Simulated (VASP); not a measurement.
# CsBr under changes of volume

One of the cells (41.408 Å³/atom); the others are scaled copies at fixed shape and fractional positions:

```
CELL_PARAMETERS angstrom
4.35884 0.00000 0.00000
0.00000 4.35884 0.00000
0.00000 0.00000 4.35884
ATOMIC_POSITIONS crystal
Cs 0.00000 0.00000 0.00000
Br 0.50000 0.50000 0.50000
```

The cell comes from a database or a generator and needn't be the stable form of this composition.

| Quantity | Value |
| --- | --- |
| Program | VASP 6.6.1 |
| Functional | HSE06 |
| Potentials or basis | VASP PAW PBE potentials, release 64 (Cs_sv, Br) |
| Cutoff | 520 eV |
| k mesh | 4 × 4 × 4 |
| Occupations | gaussian, width 0.02 eV |
| Spin | no spin polarisation |

| volume (Å³/atom) | energy over the lowest point (meV/atom) | pressure (GPa) | gap on the mesh (eV) |
| --- | --- | --- | --- |
| 39.751 | 3.16 | 0.6 | 5.68 |
| 40.580 | 0.81 | 0.3 | 5.59 |
| 41.408 | 0.00 | 0.0 | 5.51 |
| 42.236 | ? | ? | ? |
| 43.064 | 2.33 | -0.5 | 5.35 |

**Question.** What does the run at 42.236 Å³/atom give?

**Answer.** Energy over the lowest point 0.57 meV/atom; pressure -0.2 GPa; gap on the mesh 5.43 eV.

Worked out: A Birch-Murnaghan fit of order 2 (a polynomial in V^(-2/3)) to the other rows has its minimum at 41.48 Å³/atom with B0 = V·E''(V) = 13.2 GPa. It gives 0.54 meV/atom at 42.236 Å³/atom, against the run's 0.57, and -dE/dV = -0.2 GPa, against -0.2. A straight line through the other rows of the gap, of slope -4.1 eV per unit of ln V, gives 5.43 eV, against the run's 5.43.

Energies are extrapolated to zero smearing.

Caveats: the PAW data sets were made with another functional, which shifts forces and pressure a little; spin-orbit coupling is left out, which moves the levels of the heavy elements.

A mesh can miss the band edges.
